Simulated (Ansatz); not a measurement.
# Orbital character of the bands of AgCl

```yaml
crystal:
  lattice:
    - [0.00000, 3.02955, 3.02955]
    - [3.02955, 0.00000, 3.02955]
    - [3.02955, 3.02955, 0.00000]
  atoms:
    - { symbol: Ag, position: [0.00000, 0.00000, 0.00000] }
    - { symbol: Cl, position: [0.25000, 0.25000, 0.25000] }
```

Atom numbers follow the list: Ag1, Cl2.

The structure comes from a relaxation in the same program, started in the zincblende type, and has space group F-43m. Whether it is a known phase or the ground state wasn't checked.

Computed with DFT, PBE, all-electron LAPW, scalar-relativistic (Ansatz 0.2.0).

The runs use a Γ-centred 11×11×11 k mesh, Fermi–Dirac smearing of 0.03 eV, basis error target 1 meV/atom, no spin polarisation.

Weights are projections on a minimal set of Löwdin-orthogonalised atomic shells, summed over atoms of an element; the rest lies outside that basis, and weights on diffuse cation s shells are inflated where empty shells are missing from it. Energies are in eV from the valence-band top.

Points: Γ (0.000, 0.000, 0.000), L (0.000, 0.000, 0.500).

| state | character |
| --- | --- |
| Γ, -3.88 eV (×3) | ? |
| Γ, -2.02 eV (×2) | Ag 4d 100 % |
| Γ, 0.00 eV (×3) | ? |
| L, -3.93 eV | Cl 3p 84 %, Ag 5s 15 % |
| L, -3.70 eV (×2) | ? |
| L, -1.96 eV (×2) | Ag 4d 100 % |
| L, -1.88 eV | ? |
| L, -0.54 eV (×2) | Ag 4d 55 %, Cl 3p 44 % |

**Question.** What belongs in the row "L, -3.70 eV (×2)", column "character"?

**Answer.** Cl 3p 55 %, Ag 4d 45 %.

**Question.** Give the missing entry: row "Γ, -3.88 eV (×3)", column "character".

**Answer.** Cl 3p 51 %, Ag 4d 49 %.

**Question.** What belongs in the row "L, -1.88 eV", column "character"?

**Answer.** Ag 4d 98 %.

**Question.** Fill in "character" for the row "Γ, 0.00 eV (×3)".

**Answer.** Ag 4d 51 %, Cl 3p 49 %.
